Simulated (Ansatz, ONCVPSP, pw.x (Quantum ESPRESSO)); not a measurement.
# Equation-of-state test of one ONCV potential (barium)

barium, optimised norm-conserving Vanderbilt (ONCV), made with ONCVPSP 4.0.1 (PBE, scalar-relativistic). Core [Kr] 4d10, reference 5s2 5p6 6s1.5 6p0.5. Waves: 5s+6s: rc 2.90 bohr, ncon 3, nbas 7, qcut 5 1/bohr, 2 projectors; 5p+6p: rc 3.55 bohr, ncon 3, nbas 7, qcut 4.2 1/bohr, 2 projectors; d scattering state at 0.09 Ha: rc 3.50 bohr, ncon 3, nbas 8, qcut 3.1 1/bohr, 2 projectors, debl 1 Ha. Local part: polynomial inside 2.60 bohr (lpopt 1, dvloc0 2 Ha). Core correction: Teter function, fcfact 2.25, rcfact 1.15.

In the d channel the program set the typed energies aside and used -0.090, 0.910 Ha.

Crystal test: fcc Ba in pw.x 7.5, no spin, 9³ k-points, Fermi–Dirac smearing 0.01 Ry, cutoffs 50/200 Ry. The lattice is a test structure that the element need not adopt, and mesh and smearing are coarse.

pw.x input:

```
&control
  calculation='scf', prefix='x', pseudo_dir='./', outdir='./tmp', tstress=.true., disk_io='none'
/
&system
  ibrav=0, nat=1, ntyp=1, ecutwfc=50, ecutrho=200, nbnd=12,
  occupations='smearing', smearing='fd', degauss=0.01
/
&electrons
  conv_thr=1e-09, mixing_beta=0.4, electron_maxstep=70
/
ATOMIC_SPECIES
Ba 1.0 Ba.UPF
CELL_PARAMETERS angstrom
  0.00000000 3.18104023 3.18104023
  3.18104023 0.00000000 3.18104023
  3.18104023 3.18104023 0.00000000
ATOMIC_POSITIONS crystal
Ba 0.0000 0.0000 0.0000
K_POINTS automatic
9 9 9 0 0 0
```

```bash
pw.x < Ba.scf.in > Ba.scf.out
```

Task: How does the run end?

Result: It converges; the pressure is 0.02 GPa against 0.00 GPa from all-electron LAPW.  The log shows:

```
     number of electrons       =        10.00
     number of Kohn-Sham states=           12
     kinetic-energy cutoff     =      50.0000  Ry
     charge density cutoff     =     200.0000  Ry
     scf convergence threshold =      1.0E-09
     Exchange-correlation= PBE
     number of k points=    35  Fermi-Dirac smearing, width (Ry)=  0.0100
     iteration #  1     ecut=    50.00 Ry     beta= 0.40
     total energy              =     -53.26241469 Ry
     estimated scf accuracy    <       0.00263569 Ry
     iteration #  2     ecut=    50.00 Ry     beta= 0.40
     total energy              =     -53.26245463 Ry
     estimated scf accuracy    <       0.00039127 Ry
     iteration #  3     ecut=    50.00 Ry     beta= 0.40
     total energy              =     -53.26252370 Ry
     estimated scf accuracy    <       0.00001369 Ry
     iteration #  4     ecut=    50.00 Ry     beta= 0.40
     total energy              =     -53.26252481 Ry
     estimated scf accuracy    <       0.00000022 Ry
     iteration #  5     ecut=    50.00 Ry     beta= 0.40
     total energy              =     -53.26252483 Ry
     estimated scf accuracy    <       0.00000007 Ry
     iteration #  6     ecut=    50.00 Ry     beta= 0.40
     total energy              =     -53.26252484 Ry
     estimated scf accuracy    <          8.5E-09 Ry
     iteration #  7     ecut=    50.00 Ry     beta= 0.40
     the Fermi energy is     5.6043 ev
!    total energy              =     -53.26252484 Ry
     estimated scf accuracy    <          1.5E-10 Ry
     smearing contrib. (-TS)   =      -0.00780595 Ry
     The total energy is F=E-TS. E is the sum of the following terms:
     one-electron contribution =     -15.33790243 Ry
     hartree contribution      =       9.38073498 Ry
     xc contribution           =      -9.16215622 Ry
     ewald contribution        =     -38.13539522 Ry
     convergence has been achieved in   7 iterations
          total   stress  (Ry/bohr**3)                   (kbar)     P=        0.24
     Message from routine punch:
     Nothing written, as per user request (disk_io='none')
```
